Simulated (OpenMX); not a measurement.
MnSi in OpenMX: the effect of volume scale

The system is MnSi.

```
Mn Si
1.0
     0.00000    2.42180    2.42180
     2.42180    0.00000    2.42180
     2.42180    2.42180    0.00000
Mn Si
1 1
Direct
  0.00000 0.00000 0.00000
  0.25000 0.25000 0.25000
```

The cell was built by a generator and needn't be a form met in nature.

Alike in all runs:

```yaml
Program: OpenMX 3.8.5
Task: band structure
Functional: PBE
Potentials_or_basis: OpenMX 2013 PBE set, Mn6.0-s3p2d2, Si7.0-s2p2d1, grid cutoff 400 Ry
k_mesh: 7 × 7 × 7
Occupations: fermi-dirac, width 0.05 eV
Spin: collinear spin, ferromagnetic start
Starting_moments: "[4.0, 0.0] μB"
```

| volume scale | pressure (GPa) | moment (μB) |
| --- | --- | --- |
| 0.88 | 41.1 | 1.52 |
| 0.92 | ? | ? |
| 0.96 | 27.1 | 2.00 |
| 1 | 20.9 | 2.08 |
| 1.04 | 15.7 | 2.16 |
| 1.08 | 11.7 | 2.27 |

Task: What does the run with volume scale 0.92 give?

Result: Pressure 34.8 GPa; moment 1.92 μB.

Worked out: A parabola through the other rows of the pressure, of slope -178 GPa per unit of volume scale there, gives 33.6 GPa, against the run's 34.8. A parabola through the other rows of the moment, of slope 5.31 μB per unit of volume scale there, gives 1.77 μB, against the run's 1.92. The fit is too stiff a form for this range.

Caveats: the basis of atomic orbitals isn't converged, which shifts pressures, moduli and gaps.
